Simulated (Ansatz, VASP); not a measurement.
## One calculation of GaSb3, two programs

File INCAR:

```
ALGO = Normal ; EDIFF = 1E-7
ENCUT = 520 ; GGA = PS
ISIF = 2 ; ISMEAR = -1
LASPH = True ; LCHARG = False
LREAL = False ; LWAVE = False
NBANDS = 22 ; NELM = 60
PREC = Accurate ; SIGMA = 0.05
```

Contents of KPOINTS:

```
k-points
0
Gamma
  6 6 6
```

Contents of POSCAR:

```
GaSb3
1.0
    0.0000000000      3.7796874061      3.7796874061
    3.7796874061      0.0000000000      3.7796874061
    3.7796874061      3.7796874061      0.0000000000
Sb Ga
3 1
Direct
    0.5000000000      0.5000000000      0.5000000000
    0.7500000000      0.7500000000      0.7500000000
    0.2500000000      0.2500000000      0.2500000000
    0.0000000000      0.0000000000      0.0000000000
```

input.yaml

```yaml
crystal:
  lattice:
    - [0.0, 3.7796874061, 3.7796874061]
    - [3.7796874061, 0.0, 3.7796874061]
    - [3.7796874061, 3.7796874061, 0.0]
  atoms:
    - { symbol: Sb, position: [0.5, 0.5, 0.5] }
    - { symbol: Sb, position: [0.75, 0.75, 0.75] }
    - { symbol: Sb, position: [0.25, 0.25, 0.25] }
    - { symbol: Ga, position: [0.0, 0.0, 0.0] }
hamiltonian:
  xc: pbesol
  pseudopotentials: { kind: paw }
kpoints:
  mp_grid: { grid: [6, 6, 6] }
scf:
  occupations: { method: fermi_dirac, width: 0.05 }
output:
  forces: true
  stress: true
  eigenvalues: true
```

Change from the starting cell: volume scaled by 1.04.

Alike in both runs: task single point; functional PBEsol; k mesh 6 × 6 × 6; occupations fermi-dirac, width 0.05 eV; no spin polarisation.

|  | VASP | Ansatz |
| --- | --- | --- |
| version | VASP 6.6.1 | Ansatz 0.2.0 |
| potentials or method | VASP PAW PBE potentials, release 64 (Sb, Ga_d) | Ansatz PAW |
| plane-wave cutoff (eV) | 520 | 420 |
| valence electrons in the cell | 28 | 58 |

|  | VASP | Ansatz | Ansatz less VASP |
| --- | --- | --- | --- |
| gap on the k mesh at the Fermi level (eV) | none | none | - |
| pressure (GPa) | -5.0 | -5.0 | +0.01 |

A gap of «none» marks a metal or a gap that the smearing closes. The two sets of potentials don't hold the same shells in valence.

Caveats: the PAW data sets were made with another functional, which shifts forces and pressure a little (VASP); the PAW data sets come from PBE, with cores solved anew for the run's functional, which leaves a small shift of forces and pressure (Ansatz). The runs have no spin-orbit coupling, so splittings on Sb are missing.
